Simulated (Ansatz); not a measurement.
Wanted: the native input for an Ansatz 0.2.0 run.

```
Task                : relaxation of cell and atoms
Functional          : HSE03
Potentials or basis : Ansatz PAW
Cutoff              : 420 eV (not typed: the program's choice for these potentials)
k mesh              : 4 × 4 × 5
Occupations         : fermi-dirac, width 0.05 eV
Spin                : no spin polarisation
```

Crystal: Si.

```
Si
1.0
     4.12095    0.00000    0.00000
    -2.06047    3.56885    0.00000
     0.00000    0.00000    2.65479
Si
2
Cartesian
  0.0000 2.3792 1.3274
  2.0605 1.1896 1.3274
```

The cell was built by a generator and needn't be a form met in nature.

One way to write it, as run:

input.yaml

```yaml
crystal:
  lattice:
    - [4.12095, 0.0, 0.0]
    - [-2.06047, 3.56885, 0.0]
    - [0.0, 0.0, 2.65479]
  atoms:
    - { symbol: Si, position: [0.33333, 0.66667, 0.5] }
    - { symbol: Si, position: [0.66667, 0.33333, 0.5] }
hamiltonian:
  xc: { exchange: pbe, correlation: pbe, exx: { coeff: 0.25, omega: 0.3 } }
  pseudopotentials: { kind: paw }
kpoints:
  mp_grid: { grid: [4, 4, 5] }
scf:
  occupations: { method: fermi_dirac, width: 0.05 }
output:
  forces: true
  stress: true
  eigenvalues: true
relax:
  f_tol: 0.01
  max_steps: 40
  cell: { stress_tol: 0.05 }
```

Potentials or basis: Ansatz PAW.

Launch:

```console
$ ansatz run input.yaml --threads 2 --pin off --max-ram 5632MiB --backend cpu --events-out ev --progress --plain --runs-dir out
```

Results of the run:

```json
{"Relaxed volume": "18.96 Å³/atom", "Relaxed cell": "a = 4.142 Å, b = 4.142 Å, c = 2.552 Å, α = 90.00°, β = 90.00°, γ = 120.00°", "Space group after relaxing (to 0.05 Å)": "P6/mmm (No. 191)", "Energy gained by relaxing": "27.9 meV/atom", "Ionic steps": "5", "Pressure after relaxing": "0.0 GPa", "Band gap on the k mesh": "none (metal or under the smearing width)"}
```

Caveat: the k mesh is coarse (spacing up to 0.47 Å⁻¹), so the values aren't converged, least of all with exact exchange; the plane-wave basis is chosen anew once the cell has moved, so the energies of steps on either side of that aren't comparable; the PAW data sets come from PBE, with cores solved anew for the run's functional, which leaves a small shift of forces and pressure.

Run time: 14 s on 2 threads of Arm Neoverse V2, with other jobs on the host, peak memory 0.47 GiB.
